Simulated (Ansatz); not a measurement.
Sr (hcp type), DFT, PBE, all-electron LAPW, scalar-relativistic (Ansatz 0.2.0), on 1 thread of Arm Neoverse V2 (shared host).

Command: `ansatz run input.yaml --threads 1 --pin off --max-ram 3584MiB --backend cpu --events-out ev --progress --plain --runs-dir out`

```yaml
crystal:
  lattice:
    - [3.7230398395, 0.0, 0.0]
    - [-1.8615199198, 3.2242470803, 0.0]
    - [0.0, 0.0, 6.1870475603]
  atoms:
    - { symbol: Sr, position: [0.3333333333, 0.6666666667, 0.25] }
    - { symbol: Sr, position: [0.6666666667, 0.3333333333, 0.75] }
kpoints:
  mp_grid: { grid: [12, 12, 7] }
scf:
  occupations: { method: fermi_dirac, width: 0.05 }
hamiltonian:
  xc: pbe
  pseudopotentials: { kind: all_electron, lapw: { basis_error: 0.0005 } }
output:
  forces: true
  stress: true
  eigenvalues: true
relax:
  f_tol: 0.005
  max_steps: 12
  cell: { p_target: 8.2, stress_tol: 0.03 }
```

How large is the problem that the program sets up?

76 irreducible k-points, 233 plane waves at Γ, 24 bands.

About how long does it take?

15 s of wall time for 10 SCF iterations over 1 geometries. Times on shared machines scatter by tens of per cent.
